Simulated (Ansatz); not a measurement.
# A trial form of Ge

These are results of DFT PBE, scalar-relativistic, plane waves, PAW (Ansatz 0.2.0), not measurements. Cutoff 420 eV, Gaussian smearing, Γ-centred meshes. Cell and atoms relax first on a coarse mesh and then on a finer one. In between, the cell is made exact in the group found at 0.06 Å. In metals the finer mesh still leaves noise of several meV/atom or more. The steps can't lower the symmetry of their start. No spin polarisation.

A trial structure of Ge was built thus: 4-connected net of one element (R-3m, No. 166). Its size is a rough estimate.

```xyz
6
Lattice="5.3609 3.0951 1.2490 -5.3609 3.0951 1.2490 0.0000 -6.1902 1.2490" Properties=species:S:1:pos:R:3 pbc="T T T"
Ge    3.3295   -1.9223    2.2451
Ge    0.0000   -3.8445    1.5018
Ge   -3.3295   -1.9223    2.2451
Ge    3.3295    1.9223    1.5018
Ge    0.0000    3.8445    2.2451
Ge   -3.3295    1.9223    1.5018
```

Energies count from the standard state of Ge at the same level.

Problem. Describe the relaxed structure.

Solution. The symmetry stays R-3m (No. 166). The volume per atom grows by 16.4 %, from 20.7 to 24.1 Å³. The shortest distance goes from 2.31 Å (Ge–Ge) to 2.44 Å (Ge–Ge). The energy falls by about 0.12 eV/atom (the start's value is from the coarse mesh). Conventional cell: a = 11.337 Å, c = 3.900 Å. Ge has 4 Ge at 2.44–2.63 Å.

```
Ge
1.0
     5.66862    3.27278    1.30002
    -5.66862    3.27278    1.30002
     0.00000   -6.54556    1.30002
Ge
6
Direct
  0.80749 0.18358 0.80749
  0.19251 0.19251 0.81642
  0.18358 0.80749 0.80749
  0.81642 0.19251 0.19251
  0.80749 0.80749 0.18358
  0.19251 0.81642 0.19251
```

Problem. Give its energy and gap.

Solution.

- Energy over the standard state: +0.18 eV/atom
- Gap on the 12×12×12 mesh of the 6-atom cell: 0 eV (a metal)

It lies above the standard state, so it could only be metastable.

The last run used Gaussian smearing of 0.10 eV. Symmetry constrained the relaxation, so the result can be a saddle point. Another cell of Ge relaxed alike, in Cmcm, lies 94 meV/atom lower, so this cell isn't the stable form at this level.
